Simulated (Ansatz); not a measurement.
**A self-consistent single point of a (110) slab of InN (cut from a parent of space group no. 216; 12 atoms in the cell) with Ansatz (a quantum-chemistry and plane-wave program)**

Computed with LDA (PW92), default PAW files made with PBE (plane waves; Ansatz).

Input:

Ansatz 0.2 input:
```yaml
# InN
crystal:
  lattice:
    - [4.95510000, 0.00000000, 0.00000000]
    - [0.00000000, 3.50378500, 0.00000000]
    - [0.00000000, 0.00000000, 22.75948600]
  atoms:
    - { symbol: In, position: [0.00000000, 0.75000000, 0.38453800] }
    - { symbol: In, position: [0.50000000, 0.25000000, 0.30756400] }
    - { symbol: In, position: [0.00000000, 0.75000000, 0.53848800] }
    - { symbol: In, position: [0.50000000, 0.25000000, 0.46151200] }
    - { symbol: In, position: [0.00000000, 0.75000000, 0.69243600] }
    - { symbol: In, position: [0.50000000, 0.25000000, 0.61546200] }
    - { symbol: N, position: [0.25000000, 0.75000000, 0.30756400] }
    - { symbol: N, position: [0.75000000, 0.25000000, 0.38453800] }
    - { symbol: N, position: [0.25000000, 0.75000000, 0.46151200] }
    - { symbol: N, position: [0.75000000, 0.25000000, 0.53848800] }
    - { symbol: N, position: [0.25000000, 0.75000000, 0.61546200] }
    - { symbol: N, position: [0.75000000, 0.25000000, 0.69243600] }
basis:
  ecutwfc: 420.0 eV
kpoints:
  mp_grid:
    grid: [3, 4, 1]
hamiltonian:
  xc: lda
  pseudopotentials:
    kind: paw
scf:
  occupations:
    method: fermi_dirac
    width: 0.02 eV
output:
  forces: true
  eigenvalues: true
  stress: true
```

The program printed (abridged):

```
WARN ansatz: RAYON_NUM_THREADS=1 ignored (pool sized by the plan → 1); use --threads N
Pseudopotentials: kind: paw
Pseudopotential: In, paw, valence charge 13
Pseudopotential: N, paw, valence charge 5
Crystal: 12 atoms, lattice volume = 395.141 Å³
Basis set: ecut = 420 eV, 7735 PW (Γ)
Bands: 66, of which v1, the nominal top of the filled ones, is band 54 counted from 1 (53 counted from 0)
Symmetry: 4 space group operations
Space group: Pmn21 (ITA 31), of the structure as read, at distance tolerance 7.3e-5 Å
k-points: 6 of 12 (time reversal used)
PAW frozen core: In, regenerated for the run's functional, and the local potential with it
PAW frozen core: N, regenerated for the run's functional, and the local potential with it
Initial density: superposition of atomic densities (neutral atoms: chi_scale 0, normalization atom), corrected by the library's trained network
Initial wavefunctions: pseudopotential atomic-orbital guess
Eigensolver: davidson
Functional: x = slater, c = lda
SCF iter   1: F=—  HF=-34982.084811 eV  |F-HF|=—  |Δ(HF+E_count)|=         —  Δρ=1.13e-2  dr2=5.42e-1  ethr=1.77e-3  ⟨swp⟩=7.2  Hψ=1774  notcnv=0  defer=1
all-band conjugate gradients solve this SCF's bands
preconditioner: auto → LDOS
SCF iter   2: F=—  HF=-34982.130765 eV  |F-HF|=—  |Δ(HF+E_count)|=   4.60e-2  Δρ=1.32e-2  dr2=7.23e-1  ethr=5.02e-4  ⟨swp⟩=3.2  Hψ=858  notcnv=0  defer=33
preconditioner: auto → Resta (q_TF=auto, 2.198 Å⁻¹)
SCF iter   3: F=—  HF=-34981.952064 eV  |F-HF|=—  |Δ(HF+E_count)|=   1.79e-1  Δρ=1.66e-3  dr2=7.67e-3  ethr=5.02e-4  ⟨swp⟩=2.7  Hψ=622  notcnv=0  defer=33
SCF iter   4: F=—  HF=-34981.951270 eV  |F-HF|=—  |Δ(HF+E_count)|=   7.94e-4  Δρ=9.81e-4  dr2=5.43e-3  ethr=7.10e-6  ⟨swp⟩=2.8  Hψ=756  notcnv=0  defer=33
SCF iter   5: F=—  HF=-34981.950634 eV  |F-HF|=—  |Δ(HF+E_count)|=   6.36e-4  Δρ=2.17e-4  dr2=1.79e-4  ethr=5.03e-6  ⟨swp⟩=2.0  Hψ=455  notcnv=0  defer=33
SCF iter   6: F=—  HF=-34981.950643 eV  |F-HF|=—  |Δ(HF+E_count)|=   8.62e-6  Δρ=4.73e-5  dr2=9.48e-6  ethr=1.66e-7  ⟨swp⟩=2.2  Hψ=550  notcnv=0  defer=33
SCF iter   7: F=—  HF=-34981.950691 eV  |F-HF|=—  |Δ(HF+E_count)|=   4.81e-5  Δρ=2.18e-5  dr2=1.99e-6  ethr=8.77e-9  ⟨swp⟩=2.0  Hψ=643  notcnv=0  defer=33
SCF iter   8: F=—  HF=-34981.950691 eV  |F-HF|=—  |Δ(HF+E_count)|=   3.38e-7  Δρ=1.42e-5  dr2=1.12e-6  ethr=1.84e-9  ⟨swp⟩=2.2  Hψ=655  notcnv=0  defer=33
SCF iter   9: F=-34981.950691 eV  HF=-34981.950691 eV  |F-HF|=3.03e-9  |Δ(HF+E_count)|=   1.15e-7  Δρ=2.92e-6  dr2=3.53e-8  ethr=9.26e-11  ⟨swp⟩=12.7  Hψ=1973  notcnv=0
SCF 1 converged in 9 iterations: F = -34981.950691 eV  dr2 = 3.53e-8
SCF converged after 9 iterations
Free energy (F): -34981.950691 eV
Harris-Foulkes:  -34981.950691 eV  (|F-HF|=3.03e-9)
Internal energy: -34981.950385 eV  (E = F + TS)
E sigma→0 (E₀):  -34981.950538 eV
Entropy (-TS):   -0.000306 eV (-0.025 meV/atom)
Fermi energy:    1.672946 eV
--- Per-component energies (eV) ---
  E_band       = -868.694134
  E_kinetic    = 2231.936582
  E_local      = -75255.295886  (includes V_loc(G=0)·N_el)
  E_nonlocal   = 2514.643101
  E_hartree    = 36324.356592
  E_xc         = -1626.690514
  E_vxc        = -1048.734454  (∫ρ·V_xc dr)
  E_paw        = -24813.278886  (= ΣΔE_a)
  E_vpaw       = -1959.960221  (= ΣTr[D̂ρ^β])
  E_aug_tail   = 0.000682  (compensation charges beyond the density's cutoff)
  E_ewald      = 25640.190461
  E_core_change = 2.187483  (= ΣΔE_core)
  E_smearing   = -0.000306  (= −TS)
  E_closure    = 0.000000  (closes the sum)
  Σ components = -34981.950691   (vs F -34981.950691, Δ=0.00e0)
--- Forces (eV/Å), atoms counted from 1 ---
  atom   1  In     0.29118463     0.00000000    -0.36445791
  atom   2  In    -1.76093665     0.00000000     0.96781266
  atom   3  In    -0.13655792     0.00000000    -0.05063253
  atom   4  In    -0.13655792     0.00000000     0.05063253
  atom   5  In    -1.76093665     0.00000000    -0.96781266
  atom   6  In     0.29118463     0.00000000     0.36445791
  atom   7  N      1.14978322    -0.00000000    -0.33627216
  atom   8  N      0.40028805     0.00000000    -0.33296044
  atom   9  N      0.05621268    -0.00000000     0.23870890
  atom  10  N      0.05621268    -0.00000000    -0.23870890
  atom  11  N      0.40028805     0.00000000     0.33296044
  atom  12  N      1.14978322    -0.00000000     0.33627216
  max |Σ_I F_I| component: 5.20e-5 eV/Å
--- Stress (GPa, compression-positive) ---
       -2.691097       0.000000       0.000000
        0.000000      -1.934613       0.000000
        0.000000       0.000000      -0.961231
  P = ⅓ Tr σ = -1.8623 GPa (-18.623 kbar)
  The stress holds the Pulay correction. Without it, at fixed plane waves, as pw.x and ABINIT print it: P = -2.0762 GPa
--- Band table (eV; the first three rows and the last of 6) ---
  k-point 0: bands = ["-13.3295", "-13.3169", "-13.2474", "-13.1388", "-12.6603", "-12.6521", "-11.9623", "-11.9155", "-11.9064", "-11.8881", "-11.8530", "-11.8498", "-11.8423", "-11.8006", "-11.7710", "-11.7564", "-11.7435", "-11.7373", "-11.6916", [...]
  k-point 1: bands = ["-13.3197", "-13.3123", "-13.2681", "-13.1789", "-12.7242", "-12.7199", "-11.9431", "-11.9422", "-11.8793", "-11.8477", "-11.7827", "-11.7793", "-11.7571", "-11.7349", "-11.7209", "-11.7149", "-11.6840", "-11.6702", "-11.6350", [...]
  k-point 2: bands = ["-13.3360", "-13.3360", "-13.2666", "-13.2666", "-12.8108", "-12.8108", "-11.9138", "-11.9138", "-11.8345", "-11.8345", "-11.8265", "-11.8265", "-11.7355", "-11.7355", "-11.6728", "-11.6728", "-11.6606", "-11.6606", "-11.5395", [...]
  k-point 5: bands = ["-13.3279", "-13.3279", "-13.2746", "-13.2746", "-12.8144", "-12.8144", "-11.9055", "-11.9055", "-11.8779", "-11.8779", "-11.8145", "-11.8145", "-11.7439", "-11.7439", "-11.7082", "-11.7082", "-11.6608", "-11.6608", "-11.6003", [...]
```

The run converged in 9 iterations.

The starting cell has typed, rounded lattice constants, without a prior relaxation at this level. The slab is cut from that crystal, and its faces are unrelaxed. Its lattice was rescaled by up to half a per cent. Spin polarisation is off, though cut faces can carry moments; a gap of a slab can lie between surface states. Forces in this geometry exceed 1 eV/Å.
